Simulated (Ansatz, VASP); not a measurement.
**Fe: VASP beside Ansatz**

```
Fe
1.0
    -1.37460    1.37460    1.37460
     1.37460   -1.37460    1.37460
     1.37460    1.37460   -1.37460
Fe
1
Direct
  0.00000 0.00000 0.00000
```

Alike in both runs: task single point; functional LDA; k mesh 10 × 10 × 10; occupations fermi-dirac, width 0.05 eV; collinear spin.

|  | VASP | Ansatz |
| --- | --- | --- |
| version | VASP 6.6.1 | Ansatz 0.2.0 |
| potentials or method | VASP PAW LDA potentials, release 64 (Fe) | plane waves (420 eV) with PAW, scalar-relativistic |
| plane-wave cutoff (eV) | 520 | 420 |
| valence electrons in the cell | 8 | 16 |

```tsv
	VASP	Ansatz	Ansatz less VASP
pressure (GPa)	-0.6	0.7	+1.30
net moment per atom (μB)	1.95	2.00	+0.051
size of the moment on the site where the two differ most (μB)	1.92	2.01	+0.087
```

Site moments also hang on the region over which each program counts them. The two sets of potentials don't hold the same shells in valence. Ansatz warned: «pseudo_functional_mismatch».
